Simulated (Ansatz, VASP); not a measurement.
## Two plane-wave programs on HfN

```
CELL_PARAMETERS angstrom
0.00000 2.23437 2.23437
2.23437 0.00000 2.23437
2.23437 2.23437 0.00000
ATOMIC_POSITIONS crystal
Hf 0.00000 0.00000 0.00000
N 0.50000 0.50000 0.50000
```

Alike in both runs: functional LDA; k mesh 16 × 16 × 16; occupations fermi-dirac, width 0.15 eV; no spin polarisation.

Ansatz relaxed the structure, and its values are those at the end. VASP's run is a single point on that final structure, the one shown.

```csv
,VASP,Ansatz
version,VASP 6.6.1,Ansatz 0.2.0
potentials or method,"VASP PAW LDA potentials, release 64 (Hf_pv, N)","scalar-relativistic, plane waves, PAW"
plane-wave cutoff (eV),520,420
valence electrons in the cell,15,31
```

```csv
,VASP,Ansatz,Ansatz less VASP
gap on the k mesh at the Fermi level (eV),none,none,-
pressure (GPa),-1.2,0.0,+1.22
```

A gap of «none» marks a metal or a gap that the smearing closes. The two sets of potentials don't hold the same shells in valence.

The runs have no spin-orbit coupling, so splittings on Hf are missing.
